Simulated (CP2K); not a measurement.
## TePt under changes of volume

One of the cells (22.651 Å³/atom); the others are scaled copies at fixed shape and fractional positions:

```
CELL_PARAMETERS angstrom
7.04307 0.00000 0.00000
5.92804 3.80304 0.00000
5.92804 1.73806 3.38264
ATOMIC_POSITIONS crystal
Pt 0.12967 0.12967 0.12967
Pt 0.87033 0.87033 0.87033
Te 0.40200 0.40200 0.40200
Te 0.59800 0.59800 0.59800
```

| Item | Value |
| --- | --- |
| Program | CP2K 2026.2 |
| Functional | PBEsol |
| Potentials or basis | POTENTIAL_UZH Pt GTH-PBE-q18, Te GTH-PBE-q6; TZVP-MOLOPT-PBE-GTH basis |
| Density cutoff | 6123 eV |
| k mesh | 8 × 8 × 8 |
| Occupations | fermi-dirac, width 0.05 eV |
| Spin | no spin polarisation |

```tsv
volume (Å³/atom)	energy over the lowest point (meV/atom)	pressure (GPa)	largest force (eV/Å)
21.292	?	?	?
21.745	41.36	9.8	1.112
22.198	18.74	6.3	0.800
22.651	5.30	3.3	0.673
23.104	0.00	0.6	0.638
23.557	1.92	-1.8	0.603
24.010	10.26	-4.0	0.568
```

Question: What does the run at 21.292 Å³/atom give?

Answer: Energy over the lowest point 74.31 meV/atom; pressure 13.6 GPa; largest force 1.453 eV/Å.

Worked out: A Birch-Murnaghan fit of order 3 (a polynomial in V^(-2/3)) to the other rows has its minimum at 23.20 Å³/atom with B0 = V·E''(V) = 127 GPa and B' = 5.1 at fixed shape and positions, which overstates the stiffness. It gives 74.32 meV/atom at 21.292 Å³/atom, against the run's 74.31, and -dE/dV = 13.6 GPa, against 13.6.

Energies are extrapolated to zero smearing.

Caveats: with these potentials and basis sets, volumes of gold and of layered tellurides can stand 1.5 % and more from those of plane-wave programs; the potentials were made for another functional, which shifts forces and pressure; the basis of atomic orbitals isn't converged, which shifts pressures, moduli and gaps.
